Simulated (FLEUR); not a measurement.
CsBr:

```
Cs Br
1.0
     4.32562    0.00000    0.00000
     0.00000    4.32562    0.00000
     0.00000    0.00000    4.32562
Cs Br
1 1
Direct
  0.00000 0.00000 0.00000
  0.50000 0.50000 0.50000
```

The cell comes from a database or a generator and needn't be the stable form of this composition.

| Property | Result |
| --- | --- |
| Program | FLEUR MaX-R8.1 (later development tree) |
| Task | single point |
| Functional | PBEsol |
| Potentials or basis | all-electron |
| Basis | FLAPW |
| Kmax | 4.1 1/bohr |
| k mesh | 6 × 6 × 6 |
| Occupations | fermi-dirac, width 0.05 eV |
| Spin | no spin polarisation |
| Gmax | 12.7 1/bohr |
| Muffin-tin radii | Cs 2.66, Br 2.66 bohr |
| lmax | Cs 10, Br 10 |
| lnonsphr | Cs 10, Br 10 |
| Local orbitals a species | Cs 6, Br 5 |
| Max iterations | 60 |
| Mixing factor | 0.05 |
| Mixer | Anderson |
| Mixer history | 15 |

On this cell: largest force zero by symmetry; band gap on the k mesh 4.23 eV, indirect (least direct gap 4.24 eV).

The same run follows on a disturbed copy (atoms moved at random, drawn with an rms of 0.05 Å):

```
Cs Br
1.0
     4.32562    0.00000    0.00000
     0.00000    4.32562    0.00000
     0.00000    0.00000    4.32562
Cs Br
1 1
Direct
  0.01354 0.99725 0.00118
  0.50733 0.49979 0.49719
```

What does the disturbed cell give?

The energy moves by +0.2 meV/atom; largest force 0.020 eV/Å; band gap on the k mesh 4.23 eV, indirect (least direct gap 4.24 eV).

Forces on the atoms (eV/Å):
```
Cs  -0.015  0.006 -0.010
Br   0.016 -0.006  0.010
```

Caveats: spin-orbit coupling is left out, which moves the levels of the heavy elements.

